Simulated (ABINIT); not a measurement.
# W (P-1) in ABINIT: convergence with pawecutdg

Aim: find how far pawecutdg must go before the results for W settle, at PBE. This setting moves, with any that are tied to it; all else stays.

Everything below comes from runs of ABINIT 10.8.3 (patched build). Logs are shortened: lines on timing, memory, paths and dates and some standing lists are left out, and cuts for length are marked. The log counts tension as positive stress, the text compression.

### Step 1. The cell of the first run

The typed cell holds 1 atom: a = 2.767 Å, b = 2.716 Å, c = 2.686 Å, α = 109.53°, β = 109.14°, γ = 108.09°.

The cell isn't the ideal one: cell strained at random at fixed volume.

### Step 2. With pawecutdg 16.5

Contents of run.abi:

```
# Pseudopotentials
pp_dirpath "./"
pseudos "W.GGA_PBE-JTH.xml"

# Structure
acell 3*1.0
rprim
    -2.9192508070     3.0520513105     3.0821905524
     2.9690356418    -2.9200936249     3.0000177016
     2.9209421119     2.9217868195    -2.9502328669
ntypat 1
znucl 74
natom 1
typat 1
xcart
     0.0580629541     0.0779907003    -0.0109751384
chkprim 0
chksymtnons 0
tolsym 1.0e-6

# Plane-wave basis
ecut 16.0
pawecutdg 16.5
pawxcdev 0

# k points
kptopt 1
ngkpt 12 12 12
nshiftk 1
shiftk 0.0 0.0 0.0

# Exchange and correlation
ixc 11

# Bands and occupations
nband 11
occopt 4
tsmear 0.00367493

# SCF cycle
nstep 100
tolvrs 1.0e-9

# Output
iomode 3
prtwf 0
prtden 0
prteig 0
prtebands 0
enunit 2
```

Potentials or basis: JTH PAW PBE v2.0.

The run is started by

```sh
abinit run.abi > log 2>&1
```

run.abo:

```text
.Version 10.8.3 of ABINIT
 Symmetries : space group P-1 (#  2); Bravais aP (primitive triclinic)
================================================================================
 Values of the parameters that define the memory need of the present run
     intxc =       0    ionmov =       0      iscf =      17    lmnmax =      18
     lnmax =       6     mgfft =      20  mpssoang =       3    mqgrid =    3001
     natom =       1  nloc_mem =       2    nspden =       1   nspinor =       1
    nsppol =       1      nsym =       2    n1xccc =       1    ntypat =       1
    occopt =       4   xclevel =       2
       mpw =         341          nfft =        8000          nkpt =         868
 PAW method is used; the additional fine FFT grid is defined by:
   mgfftf=        20    nfftf =      8000
================================================================================
================================================================================

--------------------------------------------------------------------------------
------------- Echo of variables that govern the present computation ------------
--------------------------------------------------------------------------------
 -outvars: echo values of preprocessed input variables --------
            acell      1.0000000000E+00  1.0000000000E+00  1.0000000000E+00 Bohr
              amu      1.83850000E+02
          chkprim           0
      chksymtnons           0
             ecut      1.60000000E+01 Hartree
           enunit           2
                       outvar_i_n : Printing only first  50 k-points.
              ixc          11
                       outvar_i_n : Printing only first  50 k-points.
         kptrlatt       12    0    0      0   12    0      0    0   12
          kptrlen      6.09200834E+01
            natom           1
            nband          11
            ngfft          20      20      20
          ngfftdg          20      20      20
             nkpt         868
            nstep         100
             nsym           2
           ntypat           1
                       prtocc : prtvol=0, do not print more k-points.
           occopt           4
[... 172 lines left out ...]
kinetic             :  6.79036695759026E+00
hartree             :  1.00145868430468E+01
xc                  : -7.66521018438847E+00
Ewald energy        : -5.96207334930421E+01
psp_core            :  6.16219553822867E+00
local_psp           : -2.81703891184698E+01
PAW spherical_terms :  3.45775104752559E+00
internal            : -6.90314324095091E+01
'-kT*entropy'       : -1.46303964502030E-05
total_energy        : -6.90314470399055E+01
total_energy_eV     : -1.87844136852185E+03
...

--- !EnergyTermsDC
iteration_state     : {dtset: 1, }
comment             : '"Double-counting" decomposition of free energy'
band_energy         : -9.59794073492096E+00
Ewald energy        : -5.96207334930421E+01
psp_core            :  6.16219553822867E+00
xc_dc               : -1.34311783557807E+01
PAW spherical_terms :  7.45622080811491E+00
internal            : -6.90314362374002E+01
'-kT*entropy'       : -1.46303964502030E-05
total_energy_dc     : -6.90314508677966E+01
total_energy_dc_eV  : -1.87844147268407E+03
...

--- !EnergyTermsWithPAWCore
iteration_state     : {dtset: 1, }
comment             : 'Components of total free energy, including PAW core contributions'
Total energy        : -1.61429307684500E+04
Total energy DC     : -1.61429307722779E+04
Total energy (eV)   : -4.39271524282424E+05
Total energy DC (eV): -4.39271524386587E+05
...

 Cartesian components of stress tensor (hartree/bohr^3)
  sigma(1 1)= -3.78998509E-04  sigma(3 2)=  2.11558378E-04
  sigma(2 2)= -1.77975390E-04  sigma(3 1)=  7.42205123E-05
  sigma(3 3)=  5.25992603E-06  sigma(2 1)= -2.48248170E-05

-Cartesian components of stress tensor (GPa)         [Pressure=  5.4107E+00 GPa]
- sigma(1 1)= -1.11505211E+01  sigma(3 2)=  6.22426237E+00
- sigma(2 2)= -5.23621675E+00  sigma(3 1)=  2.18364286E+00
- sigma(3 3)=  1.54752366E-01  sigma(2 1)= -7.30371332E-01

== END DATASET(S) ==============================================================
================================================================================

 -outvars: echo values of variables after computation  --------
            acell      1.0000000000E+00  1.0000000000E+00  1.0000000000E+00 Bohr
           etotal     -6.9031450868E+01
            fcart     -0.0000000000E+00 -0.0000000000E+00 -0.0000000000E+00
            rprim     -2.9192508070E+00  3.0520513105E+00  3.0821905524E+00
                       2.9690356418E+00 -2.9200936249E+00  3.0000177016E+00
                       2.9209421119E+00  2.9217868195E+00 -2.9502328669E+00
           strten     -3.7899850926E-04 -1.7797538993E-04  5.2599260263E-06
                       2.1155837785E-04  7.4220512302E-05 -2.4824816980E-05
           xangst      3.0725592087E-02  4.1270901233E-02 -5.8077931238E-03
             xred      1.0930999997E-02  7.7029999923E-03  2.2973000000E-02
 Calculation completed.
```

Wall time 77 s (1 thread of Arm Neoverse V2, shared host); peak memory 0.2 GiB.

What came out:

* Free energy: -1878.4415 eV
* Pressure: 5.4 GPa
* Band gap on the k mesh: none (metal or under the smearing width)
* Valence electrons inside the program's atomic spheres: W 11.76 (radii [1.2763] Å)

### Step 3. With pawecutdg 19.2

run.abi, as its differences from that of step 2:

```diff
@@ -22,3 +22,3 @@
 ecut 16.0
-pawecutdg 16.5
+pawecutdg 19.2
 pawxcdev 0
```

Potentials or basis: JTH PAW PBE v2.0.

The run is started by

```sh
abinit run.abi > log 2>&1
```

Run time: 76 s. Hardware: 1 thread of Arm Neoverse V2, shared host; peak memory 0.2 GiB.

It converged, with:

- Free energy: -1878.4408 eV
- Pressure: 5.9 GPa
- Band gap on the k mesh: none (metal or under the smearing width)
- Valence electrons inside the program's atomic spheres: W 11.75 (radii [1.2763] Å)

### Step 4. With pawecutdg 24

run.abi, as its differences from that of step 3:

```diff
@@ -22,3 +22,3 @@
 ecut 16.0
-pawecutdg 19.2
+pawecutdg 24.0
 pawxcdev 0
```

The run is started by

```sh
abinit run.abi > log 2>&1
```

Run time: 77 s. Hardware: 1 thread of Arm Neoverse V2, shared host; peak memory 0.2 GiB.

The run converged. Its results:

```yaml
Free_energy: -1878.4395 eV
Pressure: 5.4 GPa
Band_gap_on_the_k_mesh: none (metal or under the smearing width)
Valence_electrons_inside_the_program's_atomic_spheres: W 11.76 (radii [1.2763] Å)
```

### Step 5. With pawecutdg 28.8

run.abi, as its differences from that of step 4:

```diff
@@ -22,3 +22,3 @@
 ecut 16.0
-pawecutdg 24.0
+pawecutdg 28.8
 pawxcdev 0
```

The run is started by

```sh
abinit run.abi > log 2>&1
```

Wall time 77 s (1 thread of Arm Neoverse V2, shared host); peak memory 0.21 GiB.

Results (log left out):

| Item | Value |
| --- | --- |
| Free energy | -1878.4395 eV |
| Pressure | 5.7 GPa |
| Band gap on the k mesh | none (metal or under the smearing width) |
| Valence electrons inside the program's atomic spheres | W 11.76 (radii [1.2763] Å) |

### Step 6. With pawecutdg 35.2

run.abi, as its differences from that of step 5:

```diff
@@ -22,3 +22,3 @@
 ecut 16.0
-pawecutdg 28.8
+pawecutdg 35.2
 pawxcdev 0
```

Potentials or basis: JTH PAW PBE v2.0.

The run is started by

```sh
abinit run.abi > log 2>&1
```

Run time: 77 s. Hardware: 1 thread of Arm Neoverse V2, shared host; peak memory 0.21 GiB.

It converged, with:

| Item | Value |
| --- | --- |
| Free energy | -1878.4398 eV |
| Pressure | 5.5 GPa |
| Band gap on the k mesh | none (metal or under the smearing width) |
| Valence electrons inside the program's atomic spheres | W 11.76 (radii [1.2763] Å) |

### Step 7. With pawecutdg 43.2

run.abi, as its differences from that of step 6:

```diff
@@ -22,3 +22,3 @@
 ecut 16.0
-pawecutdg 35.2
+pawecutdg 43.2
 pawxcdev 0
```

The run is started by

```sh
abinit run.abi > log 2>&1
```

Run time: 77 s. Hardware: 1 thread of Arm Neoverse V2, shared host; peak memory 0.21 GiB.

The run converged. Its results:

```yaml
Free_energy: -1878.4393 eV
Pressure: 5.6 GPa
Band_gap_on_the_k_mesh: none (metal or under the smearing width)
Valence_electrons_inside_the_program's_atomic_spheres: W 11.75 (radii [1.2763] Å)
```

### Step 8. With pawecutdg 52.8

run.abi, as its differences from that of step 7:

```diff
@@ -22,3 +22,3 @@
 ecut 16.0
-pawecutdg 43.2
+pawecutdg 52.8
 pawxcdev 0
```

The run is started by

```sh
abinit run.abi > log 2>&1
```

It took 77 s on 1 thread of Arm Neoverse V2, shared host; peak memory 0.22 GiB.

The run converged. Its results:

```
Free energy                                           : -1878.4394 eV
Pressure                                              : 5.6 GPa
Band gap on the k mesh                                : none (metal or under the smearing width)
Valence electrons inside the program's atomic spheres : W 11.76 (radii [1.2763] Å)
```

### Step 9. Result

```
pawecutdg  energy less the tightest run (meV/atom)  pressure (GPa)  SCF cycles  CPU time (s)  peak memory (GiB)
     16.5                                    -2.03            5.41          13            77                0.2
     19.2                                    -1.32            5.86          13            76                0.2
       24                                    -0.03            5.44          13            77                0.2
     28.8                                    -0.09            5.67          13            77               0.21
     35.2                                    -0.38            5.54          13            77               0.21
     43.2                                     0.14            5.55          13            77               0.21
     52.8                                     0.00            5.58          13            77               0.22
```

Against the tightest run, the energy stays within 1 meV/atom from 24 on; the pressure stays within 0.1 GPa from 28.8 on. The tightest run that finished is the yardstick and may itself not be fully converged.
